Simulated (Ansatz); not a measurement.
A (001) slab of Ti (P6_3/mmc (No. 194)), 5 planes, outer planes Ti (top) and Ti (bottom), with 5 atoms (Ti5) in a surface cell of A = 7.285 Å², as cut from the bulk:

```
CELL_PARAMETERS angstrom
2.90044 0.00000 0.00000
-1.45022 2.51185 0.00000
0.00000 0.00000 24.18198
ATOMIC_POSITIONS crystal
Ti 0.33333 0.66667 0.31015
Ti 0.66667 0.33333 0.40507
Ti 0.33333 0.66667 0.50000
Ti 0.66667 0.33333 0.59493
Ti 0.33333 0.66667 0.68985
```

The calculation used DFT PBEsol, scalar-relativistic, plane waves, PAW in Ansatz. Settings: cutoff 420 eV, Γ-centred mesh 12×12×1 on the computed 5-atom cell, Gaussian smearing of 0.10 eV; no spin polarisation.

Against the same 5 atoms in the bulk, the slab as cut lies 2.084 eV higher and the relaxed slab 1.963 eV higher.

Problem. Work out the surface energy before and after relaxation.

Solution. The slab has two faces, so γ = (E_slab − N·E_bulk)/(2A), the mean of both. As cut: 2.084/(2 × 7.285) = 0.1430 eV/Å², and 1 eV/Å² = 16.02 J/m², so γ = 2.29 J/m². Relaxed: 1.963/(2 × 7.285) = 0.1347 eV/Å² = 2.16 J/m². Relaxation recovers 6 % of the cost of cutting.

Problem. What is the ideal work of this cut, per area?

Solution. Griffith's ideal work is 2γ: 4.58 J/m² if the new faces stay rigid, 4.32 J/m² if they relax. One thickness was run, 5 planes, so γ can still shift with it.